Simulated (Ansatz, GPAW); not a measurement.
# Geometry or basis: what sets the conductance of a Pt chain with a C atom bridging one bond

Wanted: T(E) of a Pt chain with a C atom bridging one bond at a relaxed geometry in two programs, beside the unrelaxed structure.

Main program and level: GPAW 26.7.0 and Ansatz 0.2.0; Ansatz plane waves; relaxation of the junction with the lead ends held; PAW set soft_1, in the first sound run; inputs show where later runs differ.

This is a report of a sequence of runs, with most program output left out.

**1. The starting structure**

The cell holds 17 atoms: 16 Pt and 1 C. Cell: a = 9.000 Å, b = 9.000 Å, c = 38.600 Å, α = 90.0°, β = 90.0°, γ = 90.0°. Regions: left lead, 8 atoms (8 Pt); channel, 1 atom (1 C); right lead, 8 atoms (8 Pt). Vacuum lies along a and b. The structure is stacked along c, and the current runs across the ab planes.

**2. Relaxation**

Transmission follows bond lengths closely, so the atoms between the held lead ends are relaxed first, from a slightly shaken start that lets symmetry break.

input.yaml

```yaml
crystal:
  lattice:
    - [9.0, 0.0, 0.0]
    - [0.0, 9.0, 0.0]
    - [0.0, 0.0, 38.6]
  atoms:
    - { symbol: Pt, position: [0.5, 0.5, 0.0310880829] }
    - { symbol: Pt, position: [0.5, 0.5, 0.0932642487] }
    - { symbol: Pt, position: [0.5, 0.5, 0.1554404145] }
    - { symbol: Pt, position: [0.5, 0.5, 0.2176165803] }
    - { symbol: Pt, position: [0.5, 0.5, 0.2797927461] }
    - { symbol: Pt, position: [0.5, 0.5, 0.3419689119] }
    - { symbol: Pt, position: [0.5036708748, 0.5011281043, 0.4037254107] }
    - { symbol: Pt, position: [0.4957991938, 0.4936845958, 0.4663357292] }
    - { symbol: C, position: [0.6381406577, 0.4970928135, 0.4998274848] }
    - { symbol: Pt, position: [0.4998271799, 0.4924107239, 0.5343977823] }
    - { symbol: Pt, position: [0.493243848, 0.506198747, 0.596313913] }
    - { symbol: Pt, position: [0.5, 0.5, 0.6580310881] }
    - { symbol: Pt, position: [0.5, 0.5, 0.7202072539] }
    - { symbol: Pt, position: [0.5, 0.5, 0.7823834197] }
    - { symbol: Pt, position: [0.5, 0.5, 0.8445595855] }
    - { symbol: Pt, position: [0.5, 0.5, 0.9067357513] }
    - { symbol: Pt, position: [0.5, 0.5, 0.9689119171] }
kpoints:
  mp_grid: { grid: [1, 1, 2] }
hamiltonian:
  xc: pbe
  pseudopotentials: { kind: paw, azcp: { folder: soft_1 } }
scf:
  occupations: { method: fermi_dirac, width: 0.1 }
relax:
  f_tol: 0.03
  max_steps: 80
  constraints: [{ sites: [0, 1, 2, 3, 4, 5, 11, 12, 13, 14, 15, 16] }]
```

Launch:

```sh
> ansatz run input.yaml --threads 4 --pin off --max-ram 8192MiB --backend cpu --events-out ev --progress --plain --runs-dir out
```

It took 4.3 min on 4 threads of Arm Neoverse V2, shared host; peak memory 4.7 GiB; 17 min of CPU time.

Step by step:

| step | energy less that of the first step (eV) | largest force component (eV/Å) |
| --- | --- | --- |
| 1 | 0.0000 | 0.8433 |
| 2 | -0.0970 | 0.3693 |
| 3 | -0.2821 | 0.7453 |
| 4 | -0.5331 | 1.1058 |
| 5 | -0.7431 | 1.4599 |
| 6 | -0.9859 | 1.6668 |
| 7 | -1.2281 | 2.1273 |
| 8 | -1.6508 | 1.5747 |
| 9 | -1.8275 | 0.9826 |
| 10 | -1.8749 | 0.1347 |
| 11 | -1.8864 | 0.0699 |
| 12 | -1.8743 | 0.1843 |
| 13 | -1.8899 | 0.0188 |
| 14 | -1.8897 | 0.0870 |
| 15 | -1.8908 | 0.0246 |
| 16 | -1.8910 | 0.0431 |
| 17 | -1.8914 | 0.0442 |
| 18 | -1.8923 | 0.0139 |
| 19 | -1.8923 | 0.0140 |

Relaxation steps 12, 14 were tried and not accepted.

The atoms that moved most (Å):

| atom | dx | dy | dz | length |
| --- | --- | --- | --- | --- |
| C9 | -1.194 | 0.066 | 0.007 | 1.196 |
| Pt11 | 0.897 | 0.650 | 0.239 | 1.133 |
| Pt7 | 0.878 | 0.595 | -0.240 | 1.087 |
| Pt8 | -0.072 | -0.012 | -0.467 | 0.473 |
| Pt10 | -0.098 | -0.015 | 0.440 | 0.451 |

Numbers from this step:

| Property | Result |
| --- | --- |
| free energy | -200605.1676 eV |
| smearing term TS | 0.9470 eV |
| symmetry operations | 1 |

The relaxation lowered the energy of the cell by 1.89 eV.

**3. Plane-wave reference (PBE)**

A plane-wave run comes first: its basis does not favour the atoms, so it serves as the reference for the orbital bases.

This step: Ansatz plane waves; Landauer transmission by layers, zero bias; PAW set soft_1 (Ansatz 0.2.0).

input.yaml

```yaml
crystal:
  lattice:
    - [9.0, 0.0, 0.0]
    - [0.0, 9.0, 0.0]
    - [0.0, 0.0, 38.6]
  atoms:
    - { symbol: Pt, position: [0.5, 0.5, 0.0310880829] }
    - { symbol: Pt, position: [0.5, 0.5, 0.0932642487] }
    - { symbol: Pt, position: [0.5, 0.5, 0.1554404145] }
    - { symbol: Pt, position: [0.5, 0.5, 0.2176165803] }
    - { symbol: Pt, position: [0.5, 0.5, 0.2797927461] }
    - { symbol: Pt, position: [0.5, 0.5, 0.3419689119] }
    - { symbol: Pt, position: [0.6011740635, 0.5671921773, 0.3975152491] }
    - { symbol: Pt, position: [0.4877565832, 0.492331356, 0.4542396715] }
    - { symbol: C, position: [0.5054871895, 0.5043777183, 0.5000170857] }
    - { symbol: Pt, position: [0.4889737769, 0.4907116581, 0.5457951787] }
    - { symbol: Pt, position: [0.5929579763, 0.5783696165, 0.602502164] }
    - { symbol: Pt, position: [0.5, 0.5, 0.6580310881] }
    - { symbol: Pt, position: [0.5, 0.5, 0.7202072539] }
    - { symbol: Pt, position: [0.5, 0.5, 0.7823834197] }
    - { symbol: Pt, position: [0.5, 0.5, 0.8445595855] }
    - { symbol: Pt, position: [0.5, 0.5, 0.9067357513] }
    - { symbol: Pt, position: [0.5, 0.5, 0.9689119171] }
kpoints:
  mp_grid: { grid: [1, 1, 2] }
hamiltonian:
  xc: pbe
  pseudopotentials: { kind: paw, azcp: { folder: soft_1 } }
scf:
  occupations: { method: fermi_dirac, width: 0.1 }
output:
  transmission:
    leads: [[0, 1]]
    e_range: [-2, 2]
    de: 0.025
    kmesh: [1, 1]
    reduced_basis: true
  write_potential: true
  write_density: true
  volumetric_format: npy
  elf: true
```

The job ended after 1.8 min (4 threads; peak memory 4.8 GiB; 5.4 min of CPU time).

Numbers from this step:

```
free energy                                             : -200605.1675 eV
lead level                                              : 0 eV from the Fermi level
transmission at the Fermi level (one spin)              : 1.040
open channels of the lead at the Fermi level (one spin) : 4
step of the potential along the lead                    : 22.1 meV
offset of the lead                                      : 0 Å
filling of the lead less its bulk value, in size        : 6.5 meV
conductance                                             : 1.043 G₀
```

One spin. The transmission, zone mean by energy, zero at the Fermi level:

| energy (eV) | transmission, zone mean |
| --- | --- |
| -2.000 | 0.910 |
| -1.800 | 1.48 |
| -1.600 | 1.81 |
| -1.425 | 2.28 |
| -1.400 | 2.23 |
| -1.200 | 0.814 |
| -1.000 | 1.39 |
| -0.800 | 2.10 |
| -0.750 | 2.17 |
| -0.600 | 1.72 |
| -0.400 | 2.76 |
| -0.375 | 2.82 |
| -0.200 | 1.28 |
| 0.000 | 1.04 |
| 0.200 | 1.01 |
| 0.400 | 0.932 |
| 0.600 | 0.954 |
| 0.800 | 0.969 |
| 1.000 | 0.990 |
| 1.200 | 0.884 |
| 1.400 | 0.735 |
| 1.600 | 0.712 |
| 1.675 | 0.964 |
| 1.800 | 0.145 |
| 2.000 | 0.203 |

One spin. Table of open channels, zone mean by energy, zero at the Fermi level:

| energy (eV) | open channels, zone mean |
| --- | --- |
| -2.000 | 3 |
| -1.800 | 3 |
| -1.600 | 4 |
| -1.400 | 6 |
| -1.200 | 6 |
| -1.000 | 6 |
| -0.800 | 6 |
| -0.600 | 6 |
| -0.400 | 4 |
| -0.200 | 4 |
| 0.000 | 4 |
| 0.200 | 4 |
| 0.400 | 3 |
| 0.600 | 3 |
| 0.800 | 1 |
| 1.000 | 1 |
| 1.200 | 1 |
| 1.400 | 1 |
| 1.600 | 1 |
| 1.800 | 1 |
| 2.000 | 1 |

Crystal 0, spin -, k parallel (0, 0); distinct values, listed up to 1.5 1/Å. Table of Im kz of the slowest decaying states by energy, zero at the Fermi level:

| energy (eV) | decay 1 (Å⁻¹) | decay 2 (Å⁻¹) | decay 3 (Å⁻¹) | decay 4 (Å⁻¹) |
| --- | --- | --- | --- | --- |
| -2.000 | 0.379 | 0.608 | 0.608 | 1.40 |
| -1.800 | 0.264 | 0.495 | 0.496 | 1.38 |
| -1.600 | 0.334 | 0.335 | 1.36 | 1.36 |
| -1.400 | 1.34 | 1.34 | 1.37 | 1.48 |
| -1.200 | 1.32 | 1.32 | 1.35 | 1.46 |
| -1.000 | 1.30 | 1.30 | 1.33 | 1.44 |
| -0.800 | 1.28 | 1.28 | 1.31 | 1.42 |
| -0.600 | 1.26 | 1.26 | 1.29 | 1.41 |
| -0.400 | 0.131 | 0.131 | 1.24 | 1.24 |
| -0.200 | 0.359 | 1.22 | 1.22 | 1.25 |
| 0.000 | 0.476 | 0.476 | 1.20 | 1.20 |
| 0.200 | 0.559 | 0.559 | 1.18 | 1.18 |
| 0.400 | 0.148 | 0.624 | 0.624 | 1.16 |
| 0.600 | 0.246 | 0.677 | 0.677 | 1.14 |
| 0.800 | 0.0297 | 0.0352 | 0.311 | 0.721 |
| 1.000 | 0.117 | 0.118 | 0.363 | 0.760 |
| 1.200 | 0.157 | 0.158 | 0.405 | 0.793 |
| 1.400 | 0.184 | 0.185 | 0.440 | 0.823 |
| 1.600 | 0.203 | 0.203 | 0.471 | 0.849 |
| 1.800 | 0.216 | 0.216 | 0.497 | 0.872 |
| 2.000 | 0.224 | 0.224 | 0.521 | 0.893 |

Crystal 0, spin -, k parallel (0, 0). Table of Re kz of states that move upwards by energy, zero at the Fermi level:

| energy (eV) | channel 1 (Å⁻¹) | channel 2 (Å⁻¹) | channel 3 (Å⁻¹) | channel 4 (Å⁻¹) | channel 5 (Å⁻¹) | channel 6 (Å⁻¹) |
| --- | --- | --- | --- | --- | --- | --- |
| -2.000 | -0.639 | -0.639 | 0.727 | - | - | - |
| -1.800 | -0.600 | -0.599 | 0.748 | - | - | - |
| -1.600 | -0.561 | -0.560 | 0.0784 | 0.769 | - | - |
| -1.400 | -0.523 | -0.523 | 0.186 | 0.187 | 0.288 | 0.791 |
| -1.200 | -0.486 | -0.485 | 0.401 | 0.446 | 0.446 | 0.815 |
| -1.000 | -0.450 | -0.449 | 0.489 | 0.624 | 0.624 | 0.840 |
| -0.800 | -0.413 | -0.412 | 0.563 | 0.788 | 0.789 | 0.870 |
| -0.600 | -0.376 | -0.375 | 0.627 | 0.904 | 0.972 | 0.972 |
| -0.400 | -0.339 | -0.338 | 0.682 | 0.946 | - | - |
| -0.200 | -0.301 | -0.300 | 0.729 | 1.000 | - | - |
| 0.000 | -0.262 | -0.261 | 0.768 | 1.07 | - | - |
| 0.200 | -0.220 | -0.219 | 0.800 | 1.18 | - | - |
| 0.400 | -0.173 | -0.172 | 0.828 | - | - | - |
| 0.600 | -0.117 | -0.115 | 0.853 | - | - | - |
| 0.800 | 0.875 | - | - | - | - | - |
| 1.000 | 0.896 | - | - | - | - | - |
| 1.200 | 0.915 | - | - | - | - | - |
| 1.400 | 0.934 | - | - | - | - | - |
| 1.600 | 0.951 | - | - | - | - | - |
| 1.800 | 0.969 | - | - | - | - | - |
| 2.000 | 0.986 | - | - | - | - | - |

The electrostatic potential energy of an electron (with the applied field's), less the Fermi level, planar mean oscillates, so the rows of the table below give means over windows of 2.29 Å about each position, cut where the curve ends. Its first 14 maxima inside the range that stand out by 2 % of the span (Å: eV): 2.4: 5.71, 4.9: 5.70, 7.1: 5.69, 9.6: 5.67, 12.0: 5.65, 14.3: 5.31, 16.4: 5.19, 18.6: 5.36, 20.0: 5.36, 22.2: 5.19, 24.3: 5.31, 26.6: 5.65, 29.0: 5.67, 31.5: 5.69. Its first 14 minima: 1.1: 3.81, 3.6: 3.81, 6.0: 3.80, 8.4: 3.77, 10.9: 3.77, 13.2: 3.69, 15.3: 3.58, 17.6: 3.55, 19.3: 4.70, 21.0: 3.55, 23.3: 3.58, 25.4: 3.69, 27.7: 3.77, 30.2: 3.77.

Electrostatic potential energy of an electron (with the applied field's), less the Fermi level, planar mean against z; means over each step:

| z (Å) | electrostatic potential energy of an electron (with the applied field's), less the Fermi level, planar mean (eV) |
| --- | --- |
| 1.15 | 4.71 |
| 3.44 | 4.72 |
| 5.72 | 4.72 |
| 8.02 | 4.71 |
| 10.30 | 4.71 |
| 12.59 | 4.67 |
| 14.88 | 4.40 |
| 17.18 | 4.37 |
| 19.46 | 5.00 |
| 21.75 | 4.32 |
| 24.04 | 4.37 |
| 26.34 | 4.72 |
| 28.62 | 4.75 |
| 30.91 | 4.75 |
| 33.21 | 4.76 |
| 35.50 | 4.75 |
| 37.79 | 4.50 |

The valence density, planar mean oscillates, so the rows of the table below give means over windows of 2.43 Å about each position, cut where the curve ends. Its first 14 maxima inside the range that stand out by 2 % of the span (Å: e/Å³): 1.1: 0.196, 3.6: 0.197, 6.0: 0.198, 8.4: 0.197, 10.9: 0.196, 13.2: 0.197, 15.3: 0.196, 17.6: 0.196, 19.6: 0.0375, 21.0: 0.196, 23.3: 0.196, 25.4: 0.197, 27.7: 0.196, 30.2: 0.197. Its first 14 minima: 2.4: 0.0225, 4.9: 0.0227, 7.1: 0.0227, 9.6: 0.0224, 12.0: 0.0227, 14.3: 0.0303, 16.4: 0.0266, 18.6: 0.0337, 20.0: 0.0337, 22.2: 0.0267, 24.3: 0.0303, 26.6: 0.0227, 29.0: 0.0224, 31.5: 0.0227.

The valence density, planar mean by z; means over each step:

z (Å), valence density, planar mean (e/Å³) and a bar from the least value:
```
     1.22      0.092 
     3.65      0.092 
     6.08      0.092 
     8.51      0.092 
    10.94      0.092 
    13.37      0.095 ######
    15.80      0.098 ##############
    18.23      0.092 #
    20.66      0.096 ########
    23.09      0.095 #######
    25.52      0.093 ###
    27.95      0.092 
    30.38      0.092 
    32.81      0.092 
    35.24      0.092 
    37.67      0.106 ##############################
```

ELF in the ca plane at fractional y = 0.491, with atoms of Pt and C within 0.2 Å of it. It is the smooth field of the valence electrons, not physical close to the nuclei.

Values, 13 rows by 16 columns, each cell a mean:
```
0.00 0.00 0.00 0.00 0.01 0.01 0.00 0.00 0.00 0.00 0.00 0.00 0.01 0.01 0.00 0.00
0.01 0.00 0.00 0.01 0.07 0.07 0.01 0.00 0.00 0.00 0.00 0.01 0.06 0.06 0.01 0.00
0.05 0.02 0.03 0.05 0.19 0.18 0.05 0.03 0.01 0.01 0.03 0.04 0.17 0.17 0.05 0.03
0.18 0.10 0.15 0.16 0.30 0.29 0.14 0.15 0.07 0.07 0.16 0.14 0.28 0.29 0.15 0.15
0.33 0.25 0.32 0.31 0.39 0.41 0.29 0.33 0.36 0.36 0.33 0.29 0.38 0.36 0.31 0.32
0.52 0.34 0.48 0.41 0.40 0.44 0.36 0.47 0.61 0.62 0.47 0.36 0.42 0.39 0.41 0.47
0.58 0.38 0.54 0.48 0.32 0.37 0.41 0.56 0.53 0.53 0.56 0.41 0.37 0.32 0.48 0.54
0.47 0.31 0.39 0.37 0.20 0.21 0.31 0.47 0.52 0.52 0.47 0.31 0.22 0.20 0.37 0.39
0.29 0.20 0.24 0.27 0.08 0.07 0.23 0.29 0.20 0.21 0.30 0.23 0.07 0.08 0.27 0.24
0.13 0.07 0.10 0.13 0.02 0.02 0.12 0.14 0.05 0.05 0.15 0.12 0.02 0.02 0.13 0.10
0.03 0.01 0.02 0.03 0.00 0.00 0.03 0.04 0.01 0.01 0.04 0.03 0.00 0.00 0.03 0.02
0.00 0.00 0.00 0.00 0.00 0.00 0.00 0.01 0.00 0.00 0.01 0.00 0.00 0.00 0.00 0.00
0.00 0.00 0.00 0.00 0.00 0.00 0.00 0.00 0.00 0.00 0.00 0.00 0.00 0.00 0.00 0.00
```
Columns run along c (16.0 Å, from fractional 0.27 to 0.68 of the cell), rows up along a (9.0 Å). Atoms in or near the plane, at fractional coordinates: Pt at (0.28, 0.50), Pt at (0.34, 0.50), Pt at (0.45, 0.49), C at (0.50, 0.51), Pt at (0.55, 0.49), Pt at (0.66, 0.50).

Electrostatic potential energy in the ca plane at fractional y = 0.491, with atoms of Pt and C within 0.2 Å of it. With pseudopotentials it is smooth inside the atoms' cores, unlike the true potential.

Ten even steps from '0' (-67 eV) to '9' (2 eV), each cell a mean:
```
99999999999999999999999999999999999999999999
99999999999999999999999999999999999999999999
99999999999999999999999999999999999999999999
99999999999999999999999999999999999999999999
99999999999999999999999999999999999999999999
99999999999999999999999999999999999999999999
99999999999999999999999999999999999999999999
99999999999987789999999999999999998889999999
99999999999863468999999999999999987568999999
55689875578852368886789888987678986457886568
10158720027865578731147534762125887568851015
00037500006888888500016301530002788888830002
00048610016999998500016523630002799999840003
32478852258999999731148877862125899999973236
87899987789999999876689999987678999999998788
99999999999999999999999999999999999999999999
99999999999999999999999999999999999999999999
99999999999999999999999999999999999999999999
99999999999999999999999999999999999999999999
99999999999999999999999999999999999999999999
99999999999999999999999999999999999999999999
99999999999999999999999999999999999999999999
99999999999999999999999999999999999999999999
99999999999999999999999999999999999999999999
```
Columns run along c (16.0 Å, from fractional 0.27 to 0.68 of the cell; values clipped at the 3rd and 97th percentile), rows up along a (9.0 Å). Atoms in or near the plane, at fractional coordinates: Pt at (0.28, 0.50), Pt at (0.34, 0.50), Pt at (0.45, 0.49), C at (0.50, 0.51), Pt at (0.55, 0.49), Pt at (0.66, 0.50).

Valence density in the ca plane at fractional y = 0.491, with atoms of Pt and C within 0.2 Å of it. It is the smooth field of the valence electrons, not physical close to the nuclei.

Values in units of 1e0 e/Å³, 13 rows by 16 columns, each cell a mean:
```
0.0 0.0 0.0 0.0 0.0 0.0 0.0 0.0 0.0 0.0 0.0 0.0 0.0 0.0 0.0 0.0
0.0 0.0 0.0 0.0 0.0 0.0 0.0 0.0 0.0 0.0 0.0 0.0 0.0 0.0 0.0 0.0
0.0 0.0 0.0 0.0 0.0 0.0 0.0 0.0 0.0 0.0 0.0 0.0 0.0 0.0 0.0 0.0
0.0 0.0 0.0 0.0 0.2 0.2 0.0 0.0 0.0 0.0 0.0 0.0 0.1 0.1 0.0 0.0
0.3 0.1 0.3 0.3 1.2 1.4 0.2 0.2 0.1 0.1 0.2 0.2 0.8 0.7 0.3 0.3
4.5 0.9 3.4 2.4 1.4 1.6 1.3 3.0 0.9 0.9 3.1 1.4 1.1 1.0 2.4 3.4
8.9 1.7 6.8 4.8 0.4 0.4 3.6 8.2 1.6 1.6 8.1 3.6 0.4 0.4 4.8 6.8
2.5 0.5 1.8 1.3 0.1 0.1 1.3 3.1 0.5 0.5 3.0 1.2 0.1 0.1 1.3 1.8
0.1 0.1 0.1 0.1 0.0 0.0 0.1 0.2 0.1 0.1 0.2 0.1 0.0 0.0 0.1 0.1
0.0 0.0 0.0 0.0 0.0 0.0 0.0 0.0 0.0 0.0 0.0 0.0 0.0 0.0 0.0 0.0
0.0 0.0 0.0 0.0 0.0 0.0 0.0 0.0 0.0 0.0 0.0 0.0 0.0 0.0 0.0 0.0
0.0 0.0 0.0 0.0 0.0 0.0 0.0 0.0 0.0 0.0 0.0 0.0 0.0 0.0 0.0 0.0
0.0 0.0 0.0 0.0 0.0 0.0 0.0 0.0 0.0 0.0 0.0 0.0 0.0 0.0 0.0 0.0
```
Columns run along c (16.0 Å, from fractional 0.27 to 0.68 of the cell), rows up along a (9.0 Å). Atoms in or near the plane, at fractional coordinates: Pt at (0.28, 0.50), Pt at (0.34, 0.50), Pt at (0.45, 0.49), C at (0.50, 0.51), Pt at (0.55, 0.49), Pt at (0.66, 0.50).

T at the Fermi level is 1.04 of 4 open channels a spin, without spin-orbit coupling, which is large for these atoms.

(Part 1 of 3 ends here.)

[Logs are printed without paths, hosts, clocks, repeated set-up lines and the standing remarks that a program may print on its own settings, such as how far it seeks lower states.]

[Hosts, paths, dates, database ids (printed as entryN), source tags and the programs' standing remarks are cut or masked in the printed files.]
